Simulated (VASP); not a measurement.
# SnTe (Fm-3m) in VASP: a series of runs

SnTe is run at these levels: r2SCAN; tasks: single point, relaxation of cell and atoms.

Program: VASP 6.6.1. These are calculated values, not measurements. Logs are shortened: lines on timing, memory, paths and dates and some standing lists are left out, and cuts for length are marked.

**What was measured.**

A printed reference work, textbook reports, for a bulk crystal of SnTe at 300 K: band gap 0.18 eV (direct).

The runs below are set against these values where they give the same quantity.

## (1) The cell of the first run

It takes space group Fm-3m (No. 225, cubic). The conventional cell has a = 6.378 Å, b = 6.378 Å, c = 6.378 Å, α = 90.00°, β = 90.00°, γ = 90.00°. Within 4.2 Å of Sn (site symmetry m-3m) lie 6 Te at 3.19 Å. Te (site symmetry m-3m) has 6 Sn at 3.19 Å within 4.2 Å.

## (2) Single point, r2SCAN

Contents of POSCAR:

```
SnTe
1.0
    4.5098499885      0.0000000000      0.0000000000
    2.2549249943      3.9056446573      0.0000000000
    2.2549249943      1.3018815524      3.6822770961
Sn Te
1 1
Direct
    0.0000000000      0.0000000000      0.0000000000
    0.5000000000      0.5000000000      0.5000000000
```

Contents of INCAR.step1:

```
PREC = Accurate
ENCUT = 520
ISMEAR = 0
SIGMA = 0.1
LREAL = False
LASPH = True
NELM = 80
NBANDS = 17
GGA = PE
ALGO = Normal
EDIFF = 1E-4
LWAVE = True
LCHARG = False
```

Contents of INCAR.step2:

```
PREC = Accurate
ENCUT = 520
EDIFF = 1E-6
ISMEAR = 0
SIGMA = 0.1
LREAL = False
LASPH = True
NELM = 80
ALGO = Normal
ISIF = 2
LWAVE = False
LCHARG = False
METAGGA = R2SCAN
LMIXTAU = True
NBANDS = 17
ISTART = 1
```

Contents of KPOINTS:

```
regular mesh
0
Gamma
  6 6 6
```

Potentials or basis: VASP PAW PBE potentials, release 64 (Sn_d, Te).

Run with:

```bash
$ cat potpaw_PBE.64/Sn_d/POTCAR potpaw_PBE.64/Te/POTCAR > POTCAR
$ cp INCAR.step1 INCAR
$ mpirun -np 1 vasp_std > vasp.out
$ cp INCAR.step2 INCAR
$ mpirun -np 1 vasp_std > vasp.out
```

OUTCAR:

```text
PREC = Accurate
   ENCUT = 520
   EDIFF = 1E-6
   ISMEAR = 0
   LREAL = False
   LASPH = True
   NELM = 80
   ISIF = 2
   METAGGA = R2SCAN
   ISTART = 1

 ion  position               nearest neighbor table
   1  0.000  0.000  0.000-   2 3.19   2 3.19   2 3.19   2 3.19   2 3.19   2 3.19
   2  0.500  0.500  0.500-   1 3.19   1 3.19   1 3.19   1 3.19   1 3.19   1 3.19

  LATTYP: Found a face centered cubic cell.
 ALAT       =     6.3778910180

  Lattice vectors:

 A1 = (   4.5098499885,   0.0000000000,   0.0000000000)
 A2 = (   2.2549249943,   3.9056446573,   0.0000000000)
 A3 = (   2.2549249943,   1.3018815524,   3.6822770961)

Analysis of symmetry for initial positions (statically):
=====================================================================
 Subroutine PRICEL returns:
 Original cell was already a primitive cell.

 Routine SETGRP: Setting up the symmetry group for a
 face centered cubic supercell.

 Subroutine GETGRP returns: Found 48 space group operations
 (whereof 48 operations were pure point group operations)
 out of a pool of 48 trial point group operations.

The static configuration has the point symmetry O_h .

Analysis of symmetry for dynamics (positions and initial velocities):
=====================================================================
 Subroutine PRICEL returns:
 Original cell was already a primitive cell.

 Routine SETGRP: Setting up the symmetry group for a
 face centered cubic supercell.

 Subroutine GETGRP returns: Found 48 space group operations
 (whereof 48 operations were pure point group operations)
 out of a pool of 48 trial point group operations.

The dynamic configuration has the point symmetry O_h .

 Subroutine INISYM returns: Found 48 space group operations
 (whereof 48 operations are pure point group operations),
 and found     1 'primitive' translations

----------------------------------------------------------------------------------------

                                     Primitive cell

  volume of cell :      64.8592

  direct lattice vectors                    reciprocal lattice vectors
     4.509849989  0.000000000  0.000000000     0.221736865 -0.128019839 -0.090523696
     2.254924994  3.905644657  0.000000000     0.000000000  0.256039678 -0.090523696
     2.254924994  1.301881552  3.682277096     0.000000000  0.000000000  0.271571089

  length of vectors
     4.509849989  4.509849989  4.509849989     0.271571089  0.271571089  0.271571089

  position of ions in fractional coordinates (direct lattice)
     0.000000000  0.000000000  0.000000000
     0.500000000  0.500000000  0.500000000

  ion indices of the primitive-cell ions
   primitive index   ion index
                 1           1
                 2           2

----------------------------------------------------------------------------------------

 KPOINTS: regular mesh

Automatic generation of k-mesh.
 Grid dimensions read from file:
 generate k-points for:    6    6    6

 Generating k-lattice:

  Cartesian coordinates                     Fractional coordinates (reciprocal lattice)
     0.036956144 -0.021336640 -0.015087283     0.166666667  0.000000000 -0.000000000
     0.000000000  0.042673280 -0.015087283     0.000000000  0.166666667 -0.000000000
     0.000000000  0.000000000  0.045261848     0.000000000  0.000000000  0.166666667

  Length of vectors
     0.045261848  0.045261848  0.045261848

  Shift w.r.t. Gamma in fractional coordinates (k-lattice)
     0.000000000  0.000000000  0.000000000

 Subroutine IBZKPT returns following result:
 ===========================================

 Found     16 irreducible k-points:

 Following reciprocal coordinates:
            Coordinates               Weight
  0.000000  0.000000  0.000000      1.000000
  0.166667  0.000000 -0.000000      8.000000
  0.333333 -0.000000  0.000000      8.000000
  0.500000  0.000000  0.000000      4.000000
  0.166667  0.166667 -0.000000      6.000000
  0.333333  0.166667  0.000000     24.000000
[... 8 lines left out ...]
 -0.333333  0.333333  0.166667     24.000000
 -0.333333  0.500000  0.166667     12.000000
   k-points           NKPTS =     16   k-points in BZ     NKDIM =     16   number of bands    NBANDS=     17
   number of dos      NEDOS =    301   number of ions     NIONS =      2
   total plane-waves  NPLWV =  46656
   dimension x,y,z NGX =    36 NGY =   36 NGZ =   36
   dimension x,y,z NGXF=    72 NGYF=   72 NGZF=   72
   ions per type =               1   1
   NGX,Y,Z   is equivalent  to a cutoff of  13.27, 13.27, 13.27 a.u.
   NGXF,Y,Z  is equivalent  to a cutoff of  26.54, 26.54, 26.54 a.u.
 SYSTEM =  unknown system
   PREC   = accura    normal or accurate (medium, high low for compatibility)
   ISTART =      1    job   : 0-new  1-cont  2-samecut
   ICHARG =      0    charge: 1-file 2-atom 10-const
   ISPIN  =      1    spin polarized calculation?
   LNONCOLLINEAR =      F non collinear calculations
   LSORBIT =      F    spin-orbit coupling
   LASPH  =      T    aspherical Exc in radial PAW
   ENCUT  =  520.0 eV  38.22 Ry    6.18 a.u.   8.39  8.39  8.39*2*pi/ulx,y,z
   NELM   =     80;   NELMIN=  2; NELMDL=  0     # of ELM steps
   EDIFF  = 0.1E-05   stopping-criterion for ELM
   LREAL  =      F    real-space projection
   EDIFFG = 0.1E-04   stopping-criterion for IOM
   NSW    =      0    number of steps for IOM
   IBRION =     -1    ionic relax: 0-MD 1-quasi-New 2-CG
   NFREE  =      0    steps in history (QN), initial steepest desc. (CG)
   ISIF   =      2    stress and relaxation
   ISYM   =      2    0-nonsym 1-usesym 2-fastsym
   POTIM  = 0.5000    time-step for ionic-motion
   TEBEG  =    0.0;   TEEND  =   0.0 temperature during run
   PSTRESS=    0.0 pullay stress
   NELECT =      20.0000    total number of electrons
   NUPDOWN=      -1.0000    fix difference up-down
   EMIN   =  10.00;   EMAX   =-10.00  energy-range for DOS
   EFERMI =   0.00;   METHOD = LEGACY
   ISMEAR =     0;   SIGMA  =   0.10  broadening in eV -4-tet -1-fermi 0-gaus
   EFERMI_NEDOS =   21; number of points for ismear=-14 and -15
   IALGO  =     38    algorithm
   IMIX   =      4    mixing-type and parameters
     AMIX     =   0.40;   BMIX     =  1.00
     AMIX_MAG =   1.60;   BMIX_MAG =  1.00
  volume/ion in A,a.u.               =      32.43       218.85
  Fermi-wavevector in a.u.,A,eV,Ry     =   1.106015  2.090066 16.643591  1.223269
  Thomas-Fermi vector in A             =   2.242510
   LORBIT       =      0    0 simple, 1 ext, 2 COOP (PROOUT), +10 PAW based schemes
   METAGGA = R2SCAN    functional components
   LHFCALC =     F    Hartree Fock is set to
   AEXX    =    0.0000 exact exchange contribution
   IVDW    =     0    specifies the selected vdW correction
   LEPSILON=     F    determine dielectric tensor
   LRPA    =     F    only Hartree local field effects (RPA)
 non-spin polarized calculation
 Gauss-broadening in eV      SIGMA  =   0.10
  energy-cutoff  :      520.00
  volume of cell :       64.86
 maximum number of plane-waves:      1807
 NGX is ok and might be reduce to    36
   NGX = 17   NGY = 17   NGZ = 17

 number of electron      20.0000002 magnetization

 Free energy of the ion-electron system (eV)
  ---------------------------------------------------
  ext. energy  EPLUGINS =         0.00000000
  ---------------------------------------------------
  free energy    TOTEN  =       -50.68432438 eV

  energy without entropy =      -50.68305536  energy(sigma->0) =      -50.68368987

 E-fermi :   6.6326     XC(G=0):  -9.8956

 val. band max:        6.5618983876   @ k =   0.5000   0.0000   0.0000
 cond. band min:       6.7033032389   @ k =   0.5000   0.0000   0.0000
 fundamental gap:      0.1414048514
 Fermi energy:         6.6325804544

 k-point     1 :       0.0000    0.0000    0.0000
  band No.  band energies     occupation
      1     -16.1858      2.00000
      2     -16.1858      2.00000
      3     -16.1771      2.00000
      4     -16.1771      2.00000
      5     -16.1771      2.00000
      6      -6.6558      2.00000
[... 9 lines left out ...]
     16      11.6022      0.00000
     17      13.5900      0.00000

 k-point     2 :       0.1667    0.0000   -0.0000
  band No.  band energies     occupation
      1     -16.1868      2.00000
      2     -16.1867      2.00000
      3     -16.1767      2.00000
      4     -16.1758      2.00000
      5     -16.1758      2.00000
      6      -6.4242      2.00000
[... 9 lines left out ...]
     16      12.1624      0.00000
     17      15.1827      0.00000

 k-point     3 :       0.3333   -0.0000    0.0000
  band No.  band energies     occupation
      1     -16.1892      2.00000
      2     -16.1892      2.00000
      3     -16.1759      2.00000
      4     -16.1727      2.00000
      5     -16.1727      2.00000
      6      -5.8250      2.00000
[... 9 lines left out ...]
     16      13.7020      0.00000
     17      17.5535      0.00000

 k-point     4 :       0.5000    0.0000    0.0000
  band No.  band energies     occupation
      1     -16.1905      2.00000
      2     -16.1905      2.00000
      3     -16.1756      2.00000
      4     -16.1710      2.00000
      5     -16.1710      2.00000
      6      -5.3860      2.00000
[... 9 lines left out ...]
     16      15.6959      0.00000
     17      15.6959      0.00000

 k-point     5 :       0.1667    0.1667   -0.0000
  band No.  band energies     occupation
      1     -16.1894      2.00000
      2     -16.1847      2.00000
      3     -16.1779      2.00000
      4     -16.1748      2.00000
      5     -16.1748      2.00000
      6      -6.3487      2.00000
[... 9 lines left out ...]
     16      13.0259      0.00000
     17      13.9151      0.00000

 k-point     6 :       0.3333    0.1667    0.0000
  band No.  band energies     occupation
      1     -16.1926      2.00000
      2     -16.1855      2.00000
      3     -16.1775      2.00000
      4     -16.1726      2.00000
      5     -16.1719      2.00000
      6      -5.8732      2.00000
[... 9 lines left out ...]
     16      14.5457      0.00000
     17      15.8461      0.00000

 k-point     7 :       0.5000    0.1667    0.0000
  band No.  band energies     occupation
      1     -16.1933      2.00000
      2     -16.1881      2.00000
      3     -16.1754      2.00000
      4     -16.1718      2.00000
      5     -16.1703      2.00000
      6      -5.3274      2.00000
[... 9 lines left out ...]
     16      15.8332      0.00000
     17      16.3460      0.00000

 k-point     8 :      -0.3333    0.1667   -0.0000
  band No.  band energies     occupation
      1     -16.1908      2.00000
      2     -16.1897      2.00000
      3     -16.1748      2.00000
      4     -16.1720      2.00000
      5     -16.1718      2.00000
      6      -5.4722      2.00000
[... 9 lines left out ...]
     16      14.9848      0.00000
     17      16.7508      0.00000

 k-point     9 :      -0.1667    0.1667    0.0000
  band No.  band energies     occupation
      1     -16.1890      2.00000
      2     -16.1875      2.00000
      3     -16.1762      2.00000
      4     -16.1746      2.00000
      5     -16.1733      2.00000
      6      -6.0668      2.00000
[... 9 lines left out ...]
     16      14.3153      0.00000
     17      14.6458      0.00000

 k-point    10 :       0.3333    0.3333   -0.0000
  band No.  band energies     occupation
      1     -16.1978      2.00000
      2     -16.1825      2.00000
      3     -16.1795      2.00000
      4     -16.1699      2.00000
      5     -16.1699      2.00000
      6      -5.5871      2.00000
[... 9 lines left out ...]
     16      15.8962      0.00000
     17      16.1375      0.00000

 k-point    11 :       0.5000    0.3333    0.0000
  band No.  band energies     occupation
      1     -16.1993      2.00000
      2     -16.1835      2.00000
      3     -16.1786      2.00000
      4     -16.1691      2.00000
      5     -16.1685      2.00000
      6      -5.1814      2.00000
[... 9 lines left out ...]
     16      16.4834      0.00000
     17      16.8549      0.00000

 k-point    12 :      -0.3333    0.3333   -0.0000
  band No.  band energies     occupation
      1     -16.1957      2.00000
      2     -16.1869      2.00000
      3     -16.1751      2.00000
      4     -16.1714      2.00000
      5     -16.1697      2.00000
      6      -5.1089      2.00000
[... 9 lines left out ...]
     16      14.5782      0.00000
     17      16.8605      0.00000

 k-point    13 :       0.5000    0.5000    0.0000
  band No.  band energies     occupation
      1     -16.2026      2.00000
      2     -16.1815      2.00000
      3     -16.1803      2.00000
      4     -16.1674      2.00000
      5     -16.1674      2.00000
      6      -5.0916      2.00000
[... 9 lines left out ...]
     16      17.4915      0.00000
     17      17.9472      0.00000

 k-point    14 :       0.5000    0.3333    0.1667
  band No.  band energies     occupation
      1     -16.1951      2.00000
      2     -16.1860      2.00000
      3     -16.1767      2.00000
      4     -16.1714      2.00000
      5     -16.1700      2.00000
      6      -5.4065      2.00000
[... 9 lines left out ...]
     16      15.2657      0.00000
     17      15.9216      0.00000

 k-point    15 :      -0.3333    0.3333    0.1667
  band No.  band energies     occupation
      1     -16.1956      2.00000
      2     -16.1871      2.00000
      3     -16.1741      2.00000
      4     -16.1733      2.00000
      5     -16.1687      2.00000
      6      -5.1085      2.00000
[... 9 lines left out ...]
     16      16.7485      0.00000
     17      16.9901      0.00000

 k-point    16 :      -0.3333    0.5000    0.1667
  band No.  band energies     occupation
      1     -16.1989      2.00000
      2     -16.1846      2.00000
      3     -16.1772      2.00000
      4     -16.1708      2.00000
      5     -16.1674      2.00000
      6      -5.0268      2.00000
[... 9 lines left out ...]
     16      16.8804      0.00000
     17      18.0685      0.00000

------------------------ aborting loop because EDIFF is reached ----------------------------------------

  FORCE on cell =-STRESS in cart. coord.  units (eV):
  Direction    XX          YY          ZZ          XY          YZ          ZX
  --------------------------------------------------------------------------------------
  -------------------------------------------------------------------------------------
  Total       -0.0068944     -0.0068944     -0.0068944     -0.0000000      0.0000000     -0.0000000
  in kB       -0.1703073     -0.1703073     -0.1703073     -0.0000000      0.0000000     -0.0000000
  external PRESSURE =      -0.1703073 kB  Pullay stress =       0.0000000 kB

 VOLUME and BASIS-vectors are now :
 -----------------------------------------------------------------------------
  energy-cutoff  :      520.00
  volume of cell :       64.86
      direct lattice vectors                 reciprocal lattice vectors
     4.509849989  0.000000000  0.000000000     0.221736865 -0.128019839 -0.090523696
     2.254924994  3.905644657  0.000000000     0.000000000  0.256039678 -0.090523696
     2.254924994  1.301881552  3.682277096     0.000000000  0.000000000  0.271571089

 POSITION                                       TOTAL-FORCE (eV/Angst)
 -----------------------------------------------------------------------------------
      0.00000      0.00000      0.00000        -0.000000     -0.000000      0.000000
      4.50985      2.60376      1.84114         0.000000      0.000000      0.000000
 -----------------------------------------------------------------------------------
    total drift:                                0.000000     -0.000000     -0.000000

  FREE ENERGIE OF THE ION-ELECTRON SYSTEM (eV)
  ---------------------------------------------------
  free  energy   TOTEN  =       -50.6843243835 eV

  energy  without entropy=      -50.6830553586  energy(sigma->0) =      -50.68368987
```

It took 50 s on 1 thread of Intel Xeon Platinum 8375C at 2.90GHz (Ice Lake), shared host; peak memory 0.21 GiB.

What came out:

* Free energy: -50.6843 eV
* Pressure: 0.0 GPa
* Band gap on the k mesh: 0.14 eV, direct

Caveat: the PAW data sets were made with another functional, which shifts forces and pressure a little; spin-orbit coupling is left out, which moves the levels of the heavy elements.

[end of part 1 of 3]
